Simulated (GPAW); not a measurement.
Ti3Si in GPAW: the effect of target pressure

Ti3Si:

```
Ti Si
1.0
     0.00000    3.14436    3.14436
     3.14436    0.00000    3.14436
     3.14436    3.14436    0.00000
Ti Si
3 1
Cartesian
  0.0000 0.0000 0.0000
  1.5722 1.5722 1.5722
  4.7165 4.7165 4.7165
  3.1444 3.1444 3.1444
```

The cell comes from a database or a generator and needn't be the stable form of this composition.

Alike in all runs:

| Item | Value |
| --- | --- |
| Program | GPAW 26.7.0 |
| Task | relaxation of cell and atoms |
| Functional | PBEsol |
| Potentials or basis | PAW data sets generated in the run's folder for this functional |
| Cutoff | 600 eV |
| Basis | pw |
| k mesh | 7 × 7 × 7 |
| Occupations | fermi-dirac, width 0.05 eV |
| Spin | no spin polarisation |

Each run relaxes the cell or the atoms first.

```csv
target pressure,target pressure,relaxed volume (Å³/atom)
0 GPa,-,14.94
2 GPa,2 GPa,14.76
5 GPa,5 GPa,14.49
10 GPa,10 GPa,14.08
20 GPa,20 GPa,?
30 GPa,30 GPa,12.81
```

What does the run with target pressure 20 GPa give?

Relaxed volume 13.38 Å³/atom.

Worked out: In Murnaghan's law V^(-B') rises as a straight line in P. The other rows fit best with B' = 2.9, V0 = 14.94 Å³/atom and B0 = 154 GPa, which gives 13.39 Å³/atom at 20 GPa, against the run's 13.38.

Caveats: later steps reuse the first step's grids; the volume moved by over 15 % at a fixed basis, so the end points are rough (some runs).
